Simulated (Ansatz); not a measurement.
# V_O in Al2O3 (R-3c) against the share of exact exchange, part 2 of 2

Aim: the (+1/0) level of V_O in Al2O3 (R-3c) as a function of the share of exact exchange, with the cost of each choice. The model is a cell of 80 host atoms with 1 O taken out; the atoms are relaxed once and then held.

Ansatz 0.2.0; plane-wave PAW DFT; relaxations with PBEsol, then single points with PBEsol and PBE0 form with several shares of exact exchange, on supercells at fixed charge in a uniform background.

So far: Set-up; Relaxing both charge states, PBEsol.

**3. First setting: 0 (PBEsol)**

Exact exchange opens the gap of the host. A level of a localised state need not follow either band edge, so its distance to each edge changes. The single points sample the zone centre alone.

Contents of qp1_M1.a0/input.yaml:

```yaml
crystal:
  checkpoint: "../qp1_M1.relax.run"
  host: checkpoint
total_charge: 1
basis:
  ecutwfc: 420
  xc_grid: 2
hamiltonian:
  xc: pbesol
  pseudopotentials: { kind: paw, azcp: { folder: soft_1 }, xc_functional: pbe }
kpoints:
  mp_grid: { grid: [1, 1, 1] }
magnetization:
  spin_polarized: true
  initial_magnetization: 1
  spin_locking: { lock_magnetization: hard }
scf:
  occupations: { method: fixed }
  max_iter: 100
output:
  forces: true
  charged_corrections:
    epsilon: [3.29, 3.29, 3.26]
    static_epsilon: [9.66, 9.66, 11.75]
    defect_position: [0.625, 0.277916, 0.472084]
  eigenvalues: true
  eigenstates: { localisation: true }
  efg: {}
checkpoint:
  read: "../qp1_M1.relax.run"
  write: "../qp1_M1.a0.run"
  compress: false
  write_wavefunctions: false
  write_every: 100000
```

Started as:

```sh
$ ansatz run input.yaml --threads 32 --pin off --max-ram 84787MiB --backend cuda --events-out ev --progress --plain --runs-dir out --max-vram 78GiB
```

Numbers of over 12 decimals in the logs are rounded to 6 here.

Output:

```text
[...]
crystal.checkpoint: the structure is that of <dir>, a `relax` run, at its step 5: its result, under pbesol at a charge of 1 e; 79 atoms read, 0 with a starting moment; crystal.structure_sha256 for this input is
[...]
device memory: the entry about to start is reckoned to put 5.4 GiB on a device that reports 180.7 GiB free (of which the cap on the GPU budget leaves the run 78.0 GiB)
GPU FFT provider: cuFFT
GPU libraries: cuBLAS 13.8.1, cuFFT 12.4.0, cuSOLVER 12.3.2
GPU matrix products: emulated (plane waves: as basis.precision tells), large ones in fixed point in workspaces of 1.00 GiB
Crystal: 79 atoms, lattice volume = 684.717 Å³
Basis set: ecut = 420 eV, 13355 PW (Γ), exchange–correlation on 144×144×144 points (8 copies of the dense FFT grid, shifted against one another)
Bands: 268, of which v1, the nominal top of the filled ones, is band 189 counted from 1 (188 counted from 0)
Symmetry: 1 space group operations
[...]
k-points: 1
[...]
Starting moments: Σ|m| = 1 μB on 79 of 79 sites; this step starts from the density that it was given
[...]
GPU buffer pool allocated for 373248 grid points (all kernels)
GPU transforms: local potential and band sums: pruned to the plane-wave sphere, on 72×72×72
[...]
SCF iter   7: F=-43275.978231 eV  HF=-43275.978231 eV  |Δ(HF+E_count)|=   1.32e-8  Δρ=5.22e-7 (↑4.86e-7 ↓5.22e-7)  dr2=4.33e-9  dr2_m=1.01e-10  M=1.000 μB ∫|m|=1.034 μB  Hψ=1196
SCF 1 converged in 7 iterations: F = -43275.978231 eV  dr2 = 4.33e-9
[...]
SCF converged after 7 iterations
Stability checked in part: among states of this total moment the steps that led to this state did not find it unstable. No probe was made; neither looks for a lower state of another moment (fixed_total_moment; see scf.lower_state_search)
Magnetization: 1.0000 μB (189.0000 up, 188.0000 down)
Absolute magnetization: 1.0372 μB (∫|ρ↑−ρ↓|, with the PAW one-centre terms)
[...]
Per-site moments (μB) at R_I (Å): [(0.000398607, 0.761848), (0.019382, 0.760179), (0.00024199, 0.765724), [... 6 left out ...]
Free energy (F): -43275.978231 eV
[...]
Internal energy: -43275.978231 eV  (E = F + TS)
E sigma→0 (E₀):  -43275.978231 eV
Fermi energy:    9.730360 (↑ 9.730360, ↓ 7.371645) eV
[...]
--- Forces (eV/Å), atoms counted from 1 ---
  atom   1  Al    -0.00117325     0.00094739    -0.00954128
  atom   2  Al    -0.03427278    -0.00602126    -0.01794767
  [... 4 atoms left out ...]
  [... 73 more lines of this table ...]
  max |Σ_I F_I| component: 6.37e-6 eV/Å
--- PAW observables at the nuclei: V_zz in 10²¹ V/m², potentials from the cell's mean, atoms counted from 1 ---
  [... 2 lines on atoms farther from the defect left out ...]
  atom   2  Al V_zz =    +2.316388   η = 0.2771   by run symmetry: allowed
            electrostatic potential = -1231.124264 V   contact ρ = 10082.583304 e/Å³   contact ρ_s (e/Å³): all electrons +0.995064, valence +1.017566
  [...]
F Makov-Payne    = n/a  (the rows are of the electrons' constant alone; ansatz place-levels tells what screens the charge)
[...]
--- Band table (eV) ---
[...]
```

Elapsed: 3 s, on 1 × NVIDIA GB200 with 32 threads of Arm Neoverse V2, shared host; peak memory 1.3 GiB.

In the SCF lines HF is the Harris–Foulkes energy and dr2 the Hartree energy of the density residual, in eV; the loop may stop once dr2 is under the threshold and the program's other checks hold. Hψ counts applications of the Hamiltonian.

Both charges and the host at this setting go to place-levels, which corrects for the image charge and aligns the potentials.

Contents of levels.a0.yaml:

```yaml
host:
  run: host.a0.run
states: [q0.a0.run, qp1_M1.a0.run]
geometry_from:
  q0.a0.run: q0.relax.run
  qp1_M1.a0.run: qp1_M1.relax.run
  host.a0.run: host.relax.run
chemical_potentials:
  O:
    energy: -558.291301
    dataset: <sha256 of the dataset>
```

Started as:

```sh
$ ansatz place-levels levels.a0.yaml -- --threads 32 --pin off --max-ram 84787MiB --backend cuda --max-vram 78GiB
```

Output:

```text
(+1/0) 2.692 eV above the valence edge, 3.343 eV under the conduction edge
formation energy of charge +1: +4.035 eV with the Fermi level at the valence edge
formation energy of charge 0: +6.727 eV with the Fermi level at the valence edge
  edges by pbesol, gap 6.035 eV; the host is sampled to repeats of 9.55 Å
  the defect's cells are sampled to repeats of 9.55 Å, like sampling
  charge +1: -43275.8829 eV with its correction of +0.095 eV, at epsilon [9.66, 9.66, 11.75], aligned at sites: -0.1335 eV, mean over 29 atomic sites at or beyond 4.77 Å from the defect at [0.6250, 0.2779, 0.4721], with +0.000000 for the charge's moments and [...]
  charge 0: +0.000 eV for its dipole among its images, +0.002 omitted
  of states[1] (qp1_M1.a0.run): how wide its charge is, is not read beside other atoms or cores, and a band state would take no correction. [...]
  of states[0] (q0.a0.run): its only k-point is the zone centre, where a defect's energies can be off by tenths of an eV or more: see "From the zone centre to a mesh" in the quickstart
```

The job ended after 0.12 s (32 threads).

At this setting the gap is 6.035 eV and (+1/0) lies 2.692 eV above the valence top.

**4. The other settings**

From the second setting on only the share changes; the first is PBEsol, whose semilocal part differs from that of the hybrids. The next input; the others follow the same pattern (0.2, 0.25, 0.3 and 0.4):

qp1_M1.a10/input.yaml, as its differences from qp1_M1.a0/input.yaml of step 3:

```diff
@@ -8,4 +8,4 @@
 hamiltonian:
-  xc: pbesol
-  pseudopotentials: { kind: paw, azcp: { folder: soft_1 }, xc_functional: pbe }
+  xc: { preset: pbe0, exx: 0.1 }
+  pseudopotentials: { kind: paw, azcp: { folder: soft_1 } }
 kpoints:
@@ -30,3 +30,3 @@
   read: "../qp1_M1.relax.run"
-  write: "../qp1_M1.a0.run"
+  write: "../qp1_M1.a10.run"
   compress: false
```

**5. Result against cost**

Times of the states on 1 × NVIDIA GB200 with 32 threads of Arm Neoverse V2, shared host; the host is run again at each setting:

```
share of exact exchange  gap (eV)  (+1/0) above the valence top (eV)  under the conduction bottom (eV)  time, both charge states  time, host and placing  peak memory of a state (GiB)
             0 (PBEsol)     6.035                              2.692                             3.343                     4.2 s                   1.8 s                           1.3
                    0.1     7.186                              3.355                             3.831                      12 s                    14 s                           1.6
                    0.2     8.248                              4.029                             4.219                      15 s                    20 s                           2.0
                   0.25     8.784                              4.368                             4.416                      15 s                    25 s                           2.0
                    0.3     9.323                              4.709                             4.614                      14 s                    24 s                           2.0
                    0.4    10.409                              5.395                             5.014                      15 s                    19 s                           1.9
```

**6. Summary of results**

```yaml
plus_1_over_0_level_0_pbesol: 2.69 eV
plus_1_over_0_level_0p1: 3.36 eV
plus_1_over_0_level_0p2: 4.03 eV
plus_1_over_0_level_0p25: 4.37 eV
plus_1_over_0_level_0p3: 4.71 eV
plus_1_over_0_level_0p4: 5.39 eV
slope_of_the_gap_among_the_hybrids: 1.07 eV per 0.1 of exact exchange
```

**Reading.** From a share of 0 (PBEsol) to 0.4 the gap opens from 6.03 to 10.41 eV and (+1/0) moves from 2.69 to 5.39 eV above the valence top. Among the hybrids, by fitted slopes, the level takes 63 % of the gap's opening, between the two edges, as a localised state does. The atoms were held at the semilocal structure, so a distortion that exact exchange would bring is missing. The program warns that hybrid band edges depend on the exchange mesh, which was not varied here; the gaps and slopes may carry that error. Only the charges 0 and +1 were run, each from one start, so (+1/0) need not be a change between stable states. Keep in mind: sampling at the zone centre alone can move energies of charged and open-shell states by tenths of an eV or more in cells of this size; the structures are those of PBEsol; force components of up to 0.32 eV/Å remain in a run at the final settings.

[Logs are printed without paths, hosts, clocks, repeated set-up lines and the standing remarks that a program may print on its own settings, such as how far it seeks lower states.]

[Hosts, paths, dates, database ids (printed as entryN), source tags and the programs' standing remarks are cut or masked in the printed files.]

[Where a table of states has a column of steps, it counts the stored structures, which are thinned; the runs took as many ionic steps or more.]

[For some hosts the program warned that the k-mesh of the response run may be too coarse for force constants and the static dielectric constant; such warnings are not shown here.]
